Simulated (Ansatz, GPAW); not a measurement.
# Geometry or basis: what sets the conductance of hydroquinonedithiol between two Pt chains, part 3 of 3

Wanted: T(E) of hydroquinonedithiol between two Pt chains at a relaxed geometry in two programs, beside the unrelaxed structure.

GPAW 26.7.0 and Ansatz 0.2.0; Ansatz plane waves; relaxation of the junction with the lead ends held (the session's first sound run).

So far, transmission at the Fermi level (one spin): step 3 (plane-wave reference (PBE)) 0.335; step 5 (single-zeta polarised basis, PBE, GPAW) 0.257; step 6 (GPAW, sz: basis = "sz(dzp)", PBE, GPAW) 0.276; step 7 (revPBE in the dzp basis: xc = "revPBE") 0.305; step 8 (without the relaxation: geometry = "as built", PBE, GPAW) 0.964.

**10. Comparison**

The curves are compared point by point over the common energies.

This step: comparison of transmission and cost over codes, levels and geometry (GPAW 26.7.0).

Ladder, by row:

```csv
step,code,T at the Fermi level (sum over the listed spins),conductance (G0),r.m.s. T(E) from the first,wall time (s),peak memory (GiB),threads
pw-pbe,Ansatz,0.3348,0.3605,0,12295,6.78,4
dzp,GPAW,0.3031,0.3406,0.08251,845.4,2.92,1
szp,GPAW,0.2566,0.2888,0.2194,518.4,2.81,1
sz,GPAW,0.2762,0.3114,0.288,368,2.71,1
dzp-revPBE,GPAW,0.305,0.3412,0.08998,802.4,2.92,1
asbuilt,GPAW,0.964,0.9276,0.2884,650.4,2.92,1
```

The transmission, zone mean, sum over the listed spins by energy, zero at the Fermi level:

```csv
energy (eV),pw-pbe,dzp,szp,sz,dzp-revPBE,asbuilt
-2.000,0.910,0.865,0.649,0.564,0.866,1.00
-1.900,0.898,0.855,0.628,0.536,0.855,0.990
-1.800,0.879,0.847,0.598,0.491,0.845,0.957
-1.700,0.838,0.828,0.549,0.423,0.822,0.956
-1.600,0.731,0.768,0.474,0.329,0.760,0.993
-1.500,0.579,0.647,0.356,0.217,0.633,0.998
-1.400,0.418,0.455,0.220,0.117,0.439,0.750
-1.300,0.136,0.263,0.108,0.0476,0.252,0.254
-1.200,0.0631,0.0892,0.0258,0.00837,0.0816,0.253
-1.100,0.113,0.0542,0.0117,0.00276,0.0528,0.170
-1.050,0.146,0.0728,0.0194,0.00646,0.0734,0.180
-1.000,0.142,0.114,0.0456,0.0192,0.113,0.193
-0.900,0.138,0.0806,0.815,0.449,0.0714,0.255
-0.875,0.124,0.0569,1.00,0.967,0.0486,0.274
-0.800,0.0160,0.0692,0.610,0.467,0.124,0.234
-0.725,0.822,1.00,0.631,0.305,1.00,0.140
-0.700,1.00,0.961,0.664,0.297,0.954,0.337
-0.600,1.01,0.858,0.794,0.375,0.865,0.774
-0.500,0.809,0.998,0.978,0.834,0.994,0.905
-0.400,0.819,0.746,0.728,0.886,0.741,0.976
-0.325,1.01,0.785,0.801,0.828,0.789,0.559
-0.300,0.993,0.828,0.856,0.862,0.834,0.430
-0.275,0.981,0.902,0.997,0.960,0.989,0.212
-0.250,0.983,1.000,0.993,0.998,0.995,0.265
-0.200,1.00,0.978,0.995,0.991,0.981,0.372
-0.100,0.715,0.796,0.667,0.697,0.784,0.670
0.000,0.335,0.303,0.257,0.276,0.305,0.964
0.100,0.192,0.157,0.151,0.188,0.160,0.950
0.200,0.153,0.127,0.145,0.263,0.130,0.669
0.300,0.179,0.162,0.263,0.979,0.168,0.392
0.400,0.411,0.471,0.960,0.103,0.495,0.223
0.475,0.982,0.752,0.130,0.0225,0.719,0.150
0.500,0.649,0.376,0.0703,0.0150,0.358,0.133
0.600,0.0591,0.0343,0.0118,0.00446,0.0332,0.0843
0.700,0.0127,0.00684,0.00306,0.00171,0.00655,0.0520
0.800,0.00341,0.00173,0.00151,9.1e-4,0.00172,0.0125
0.900,0.00146,0.00108,0.00102,6.1e-4,0.00107,0.00553
1.000,9.8e-4,7.8e-4,7.6e-4,4.5e-4,7.8e-4,0.00270
1.100,7.4e-4,6.1e-4,6.0e-4,3.5e-4,6.0e-4,0.00135
1.200,5.8e-4,5.0e-4,5.0e-4,2.8e-4,4.9e-4,6.6e-4
1.300,4.8e-4,4.2e-4,4.2e-4,2.3e-4,4.2e-4,3.0e-4
1.400,4.1e-4,3.6e-4,3.7e-4,2.0e-4,3.6e-4,1.3e-4
1.500,3.6e-4,3.2e-4,3.3e-4,1.7e-4,3.2e-4,4.5e-5
1.600,3.1e-4,2.9e-4,2.9e-4,1.5e-4,2.8e-4,1.2e-5
1.700,2.7e-4,2.6e-4,2.7e-4,1.3e-4,2.5e-4,2.2e-6
1.800,2.4e-4,2.3e-4,2.4e-4,1.1e-4,2.3e-4,2.6e-7
1.900,2.0e-4,2.0e-4,2.2e-4,9.5e-5,2.0e-4,3.6e-7
2.000,1.6e-4,1.6e-4,1.9e-4,7.9e-5,1.7e-4,3.3e-6
```

**11. Broadening 1e-06: eta = 1e-06**

The broadening keeps the Green's functions finite; too large a value absorbs electrons where channels are open and leaks them where none are.

This step: GPAW LCAO, PAW setups; Landauer transmission from Green's functions with principal layers (ASE), zero bias (GPAW 26.7.0).

The input, run.py:

```python
import json
import numpy as np
from ase import Atoms
from ase.transport.calculators import TransportCalculator
from gpaw import GPAW, FermiDirac
from gpaw.lcao.tools import get_lcao_hamiltonian
from scipy.linalg import eigh

# The junction with lead layers at both ends, along the third cell vector
device = Atoms(
    ['Pt', 'Pt', 'Pt', 'Pt', 'Pt', 'Pt', 'Pt', 'Pt', 'S', 'H', 'C', 'C', 'H', 'O', 'C', 'C', 'O', 'H', 'C', 'C', 'H', 'S', 'Pt', 'Pt', 'Pt', 'Pt', 'Pt', 'Pt', 'Pt', 'Pt'],
    positions=[
        [6.26870, 4.50000, 1.20000],
        [6.26870, 4.50000, 3.60000],
        [6.26870, 4.50000, 6.00000],
        [6.26870, 4.50000, 8.40000],
        [6.26870, 4.50000, 10.80000],
        [6.26870, 4.50000, 13.20000],
        [5.20828, 4.64932, 15.34542],
        [5.99955, 4.55085, 17.64460],
        [5.03001, 4.58420, 19.61311],
        [7.90537, 4.56367, 20.63879],
        [5.80188, 4.58179, 21.16969],
        [7.18080, 4.57078, 21.45231],
        [3.37097, 4.60761, 21.15579],
        [3.54767, 4.60437, 22.12390],
        [4.88256, 4.59136, 22.30464],
        [7.65271, 4.56995, 22.75813],
        [8.98769, 4.56192, 22.93899],
        [9.16436, 4.56292, 23.90713],
        [5.35450, 4.58585, 23.61047],
        [6.73343, 4.57540, 23.89297],
        [4.62975, 4.59097, 24.42392],
        [7.50551, 4.56510, 25.44945],
        [6.53813, 4.54620, 27.41892],
        [7.32309, 4.66817, 29.71928],
        [6.26870, 4.50000, 31.86692],
        [6.26870, 4.50000, 34.26692],
        [6.26870, 4.50000, 36.66692],
        [6.26870, 4.50000, 39.06692],
        [6.26870, 4.50000, 41.46692],
        [6.26870, 4.50000, 43.86692]],
    cell=[[12.53741, 0.0, 0.0], [0.0, 9.0, 0.0], [0.0, 0.0, 45.06692]],
    pbc=True)

# One principal layer of the lead: the first 5 atoms of the device
lead = Atoms(
    ['Pt', 'Pt', 'Pt', 'Pt', 'Pt'],
    positions=[
        [6.26870, 4.50000, 1.20000],
        [6.26870, 4.50000, 3.60000],
        [6.26870, 4.50000, 6.00000],
        [6.26870, 4.50000, 8.40000],
        [6.26870, 4.50000, 10.80000]],
    cell=[[12.53741, 0.0, 0.0], [0.0, 9.0, 0.0], [0.0, 0.0, 12.0]],
    pbc=True)

settings = dict(mode='lcao', basis='dzp', xc='PBE', h=0.18,
                occupations=FermiDirac(0.1), maxiter=250,
                mixer=dict(beta=0.1, nmaxold=8, weight=100.0),
                convergence=dict(density=0.0001))
energies = np.arange(-2, 2 + 1e-9, 0.025)
eta = 1e-06
n1, n2 = 1, 1
# k and -k transmit alike, so half of the mesh across the current serves
mesh = [(i, j) for i in range(n1) for j in range(n2) if (i, j) <= (-i % n1, -j % n2)]
weights = np.array([1 if (i, j) == (-i % n1, -j % n2) else 2 for i, j in mesh]) / (n1 * n2)


def ground_state(atoms, size, txt):
    atoms.calc = GPAW(kpts={'size': size, 'gamma': True}, symmetry={'tolerance': 1e-3}, txt=txt, **settings)
    atoms.get_potential_energy()
    return atoms.calc.get_fermi_level()


def blocks(atoms, fermi, points, nz, cells):
    """H - E_F S and S between cell 0 and the cells above it, at each point across the current."""
    kz = np.arange(nz) / nz
    calc = atoms.calc.fixed_density(kpts=[(*k, z) for k in points for z in kz], symmetry='off', txt=None)
    H, S = get_lcao_hamiltonian(calc)
    H = (H - fermi * S).reshape(len(H), len(points), nz, *S.shape[1:])
    S = S.reshape(H.shape[1:])
    phases = [np.exp(-2j * np.pi * kz * R) / nz for R in cells]
    return [(np.einsum('skzij,z->ksij', H, p), np.einsum('kzij,z->kij', S, p)) for p in phases]


def pair(a, b):
    return np.block([[a, b], [b.T.conj(), a]])


def count_channels(h, s, cells, nk=240):
    """Half the number of times that the lead's bands cross each energy, unfolded to its shortest repeat."""
    b = len(h) // cells
    bands = []
    for k in (np.arange(nk + 1) + 0.5) / nk:
        hk, sk = h[:b, :b].copy(), s[:b, :b].copy()
        for R in range(1, cells):
            phase, block = np.exp(2j * np.pi * k * R), slice(R * b, (R + 1) * b)
            hk += h[:b, block] * phase + (h[:b, block] * phase).T.conj()
            sk += s[:b, block] * phase + (s[:b, block] * phase).T.conj()
        w, u = eigh(sk)
        x = u[:, w > 1e-5] / w[w > 1e-5]**0.5  # drop near-dependent combinations
        bands.append(np.r_[eigh(x.T.conj() @ hk @ x, eigvals_only=True), [1e9] * (w <= 1e-5).sum()])
    below = np.array(bands)[:, :, None] < energies
    return (below[1:] != below[:-1]).sum((0, 1)) / 2


fermi_lead = ground_state(lead, (1, 1, 10), 'lead.txt')
fermi_device = ground_state(device, (1, 1, 2), 'device.txt')
T, channels, eigen, tail, misfit, shifts = [], [], [], 0.0, 0.0, []
for first in range(0, len(mesh), 123):
    points = [(i / n1, j / n2) for i, j in mesh[first:first + 123]]
    (H0k, S0k), (H1k, S1k), (H2k, _) = blocks(lead, fermi_lead, points, 5, range(3))
    [(Hk, Sk)] = blocks(device, fermi_device, points, 2, [0])
    tail = max(tail, abs(H2k).max())
    for H0, S0, H1, S1, H, S in zip(H0k, S0k, H1k, S1k, Hk, Sk):
        n = len(S0)
        # Shift the lead onto the potential of the device's first layer
        shift = ((H[:, 0, 0] - H0[:, 0, 0]) / S0[0, 0]).real.mean()
        shifts.append(shift)
        misfit = max(misfit, abs(H[:, :n, :n] - H0 - shift * S0).max())
        Tk, Ck, Ek = [], [], []
        for s in range(len(H)):
            t = s % len(H0)  # a lead without moments serves both spins
            h1, s1 = pair(H0[t] + shift * S0, H1[t] + shift * S1), pair(S0, S1)
            leads = dict(h1=h1, s1=s1, energies=energies, eta=eta, eta1=eta, eta2=eta)
            calc = TransportCalculator(h=H[s], s=S, eigenchannels=3, **leads)
            Tk.append(calc.get_transmission())
            Ek.append(np.sort(calc.eigenchannels_ne, axis=0)[::-1])
            Ck.append(count_channels(h1, s1, 10))
        T.append(Tk)
        channels.append(Ck)
        eigen.append(Ek)
T, channels = np.array(T), np.array(channels)
mean, open_channels = np.einsum('kse,k->se', T, weights), np.einsum('kse,k->se', channels, weights)

print(f'basis functions: device {len(S)}, principal layer {n}')
print(f'Fermi level: lead {fermi_lead:.4f} eV, device {fermi_device:.4f} eV; lead shifted by {np.mean(shifts):.4f} eV')
print(f'largest coupling past the next layer {tail:.2e} eV, largest misfit of the first layer {misfit:.3f} eV')
print('  E-E_F (eV)   ' + 'T (one spin)  channels')
for e, t, c in zip(energies, mean.T, open_channels.T):
    print(f'{e:10.3f}  ', *[f'{x:11.4e}' for x in t], *[f'{x:9.4f}' for x in c])

kT = 8.617333e-5 * 300
fine = np.linspace(energies[0], energies[-1], 4001)
both = np.exp(np.interp(fine, energies, np.log(np.maximum(mean.sum(0) * 2 / len(mean), 1e-30))))
fermi = lambda mu: 1 / (1 + np.exp(np.clip((fine - mu) / kT, -200, 200)))
slope = fermi(0) * (1 - fermi(0)) / kT
G = np.trapezoid(both * slope, fine) / 2
seebeck = -np.trapezoid(both * slope * fine, fine) / (2 * G * 300) * 1e6
print(f'conductance at 300 K: {G:.5g} G0 a cell; thermopower {seebeck:.4g} uV/K')
bias = [0.1, 0.2, 0.5, 1.0, 1.5, 2.0]
current = [38.74 * np.trapezoid(both * (fermi(V / 2) - fermi(-V / 2)), fine) for V in bias]
for V, I in zip(bias, current):
    print(f'current from the zero-bias T(E) at {V} V: {I:.5g} uA')
zero = abs(energies).argmin()
json.dump(dict(energies=energies.tolist(), T=mean.tolist(), channels=open_channels.tolist(), G=G, seebeck=seebeck,
               bias=bias, current=current, tail=tail, misfit=misfit, shift=np.mean(shifts), n_device=len(S), n_lead=n,
               fermi=[fermi_lead, fermi_device], energy=device.get_potential_energy(),
               moments=device.get_magnetic_moments().tolist(), mesh=mesh, weights=weights.tolist(),
               T_k=T[:, :, zero].tolist(), eigen=np.array(eigen[0]).tolist()), open('result.json', 'w'))
```

Command:

```bash
$ OMP_NUM_THREADS=1 OPENBLAS_NUM_THREADS=1 python run.py
```

It took 14 min on 1 thread of Arm Neoverse N1, shared host; peak memory 2.9 GiB.

This step gave:

```yaml
conductance: 0.3416 G₀
thermopower: 63.46 μV/K
largest_misfit_of_the_first_principal_layer: 0.1377 eV
shift_that_aligns_the_lead: 0.002310 eV
transmission_at_the_fermi_level_one_spin: 0.3040
```

One spin. The transmission, zone mean by energy, zero at the Fermi level:

energy (eV), transmission, zone mean and a bar:
```
   -2.000       0.87 ##########################
   -1.900       0.86 #########################
   -1.800       0.85 #########################
   -1.700       0.83 #########################
   -1.600       0.77 #######################
   -1.500       0.65 ###################
   -1.400       0.46 ##############
   -1.300       0.26 ########
   -1.200       0.09 ###
   -1.100       0.05 ##
   -1.000       0.11 ###
   -0.900       0.08 ##
   -0.800       0.07 ##
   -0.725       1.01 ##############################
   -0.700       0.97 #############################
   -0.600       0.86 ##########################
   -0.500       1.00 ##############################
   -0.400       0.75 ######################
   -0.300       0.83 #########################
   -0.250       1.00 ##############################
   -0.200       0.98 #############################
   -0.100       0.80 ########################
    0.000       0.30 #########
    0.100       0.16 #####
    0.200       0.13 ####
    0.300       0.16 #####
    0.400       0.47 ##############
    0.450       1.00 ##############################
    0.500       0.38 ###########
    0.600       0.03 #
    0.700       0.01 
    0.800       0.00 
    0.900       0.00 
    1.000       0.00 
    1.100       0.00 
    1.200       0.00 
    1.300       0.00 
    1.400       0.00 
    1.500       0.00 
    1.600       0.00 
    1.700       0.00 
    1.800       0.00 
    1.900       0.00 
    2.000       0.00
```

Not self-consistent under bias; the bias window is split evenly. Table of current through one cell, from the zero-bias transmission by bias:

```csv
bias (V),"current through one cell, from the zero-bias transmission (μA)"
0.100,2.74
0.200,6.00
0.500,18.4
1.000,42.4
1.500,61.1
2.000,64.5
```

Transmission of the three most open eigenchannels against energy, zero at the Fermi level:

```csv
energy (eV),channel 1,channel 2,channel 3
-2.000,0.860,0.00596,2.5e-4
-1.800,0.843,0.00434,0.00220
-1.600,0.754,0.0124,0.00310
-1.400,0.447,0.00640,0.00290
-1.200,0.0805,0.00855,3.9e-4
-1.000,0.0915,0.0224,4.2e-4
-0.800,0.0525,0.0157,0.00134
-0.600,0.857,0.00342,0.00191
-0.400,0.747,0.00161,0.00150
-0.200,0.979,0.00126,0.00118
0.000,0.302,0.00173,2.5e-5
0.200,0.125,0.00206,3.4e-6
0.400,0.471,0.00227,3.3e-7
0.600,0.0313,0.00311,5.4e-8
0.800,0.00173,0,0
1.000,7.8e-4,0,0
1.200,5.0e-4,0,0
1.400,3.7e-4,0,0
1.600,2.9e-4,0,0
1.800,2.3e-4,0,0
2.000,1.6e-4,0,0
```

The conductance, 0.342 G₀, lies 0.3 % above that of the dzp run.

**12. Summary of results**

| Quantity | Value |
| --- | --- |
| conductance | 0.341 G₀ |
| transmission at the Fermi level, mean of the spins | 0.303 |
| thermopower | 63.4 μV/K |

In the dzp basis the junction conducts 0.341 G₀ at 300 K, with T = 0.303 a spin at the Fermi level; the sz basis reaches that conductance within 10 %. Relaxation moved atoms by up to 1.1 Å and took the conductance from 0.928 to 0.341 G₀, as a ratio a larger change than the step from dzp to the minimal basis. The conductance differs from T at the Fermi level because it averages T(E) over the thermal window, about 0.09 eV wide, in which T changes. Plane waves (PBE) give T = 0.335 there. At the Fermi level one eigenchannel carries the current (0.30). The positive thermopower says that the thermally weighted transmission is larger below the Fermi level, as for hole-like transport. Measured against the first run (pw-pbe), the nearest curve is that of dzp (r.m.s. 0.083) and the farthest that of asbuilt (0.29). Over the compared runs wall time goes from 368 s (sz) to 12295 s (pw-pbe), on a shared host; the plane-wave run used 4 threads and the orbital runs 1. The leads kept an estimated spacing and the cell its length, so the junction may be under some tension or compression. The run had no spin polarisation, so a magnetic state, which chains and small molecules with open shells often have, wasn't tested. Spin-orbit coupling is left out, which matters for the heavy atoms here. Semilocal functionals put molecular levels too near the Fermi level, so such conductances usually come out too high, and chain electrodes have a sharper density of states than real ones. An evenly spaced straight chain is an idealisation: free chains tend to dimerise, zigzag or, where a band edge lies near the Fermi level, turn magnetic. The currents use the zero-bias T(E) throughout, which holds only while the bias is small against the distance to the nearest feature.

[Logs are printed without paths, hosts, clocks, repeated set-up lines and the standing remarks that a program may print on its own settings, such as how far it seeks lower states.]

[Hosts, paths, dates, database ids (printed as entryN), source tags and the programs' standing remarks are cut or masked in the printed files.]
